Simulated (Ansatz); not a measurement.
## Zone-centre phonons of HfS2 at 12 GPa: input and output

These are results of DFT PBE+D3(BJ), scalar-relativistic, plane waves, PAW (Ansatz), not measurements.

Launched with:
```bash
ansatz run input.yaml --threads 1 --pin off --max-ram 3072MiB --backend cpu --events-out ev --progress --plain --runs-dir out
```

Input (bare energies are in eV):
```yaml
crystal:
  lattice:
    - [3.4439605021, 0.0, 0.0]
    - [-1.7219802511, 2.9825572845, 0.0]
    - [0.0, 0.0, 5.2595244377]
  atoms:
    - { symbol: Hf, position: [0.0, 0.0, 0.0] }
    - { symbol: S, position: [0.6666666667, 0.3333333333, 0.7173688038] }
    - { symbol: S, position: [0.3333333333, 0.6666666667, 0.2826311962] }
basis:
  ecutwfc: 420
kpoints:
  mp_grid: { grid: [12, 12, 8] }
hamiltonian:
  xc: pbe
  dispersion: d3bj
scf:
  occupations: { method: fermi_dirac, width: 0.15 }
output:
  eigenvalues: true
phonons:
  method: dfpt
  eigenvectors: true
```

Results section of the output:
```
--- Phonons (Γ-DFPT): 4 representative perturbations + reference, on 320 of 1152 k-points (Σ response iterations 12) ---
  k mesh reduced under 2 symmetry operations, with k and −k counted as one. Each operation leaves every solved perturbation unchanged. A smaller set is not used because it would not reduce the number of displacements ...
  ASR residual: 2.197e-4 → 0.000e0 eV/Å²; symmetrization residual: 5.440e-5 eV/Å²
  pairwise dispersion correction: d3bj (s6 = 1.0, s8 = 0.7875, a1 = 0.4289, a2_bohr = 4.4407), with the weights of each atom's references fixed at the reference crystal's, and the forces and stress that the weights' published response gives ...
  ASR residual per site (eV/Å²): 2.20e-4 2.25e-5 2.25e-5
  Γ frequencies (cm⁻¹): 0.00 0.00 0.00 186.66 186.66 277.66 277.66 342.12 386.72
  non-analytic LO–TO correction: not included (Born effective charges unavailable; polar crystals: no LO–TO splitting at Γ)
```

It took 2.5 min on 1 thread of Intel(R) Xeon(R) Platinum 8259CL CPU @ 2.50GHz (Skylake/Cascade Lake), on a shared host, peak memory 1.5 GiB.

In a metal, frequencies and elastic constants depend on the k mesh and the smearing, soft modes and shear constants most. Spin–orbit coupling is left out, which matters for heavy elements. A semilocal functional can close a gap that the real compound has.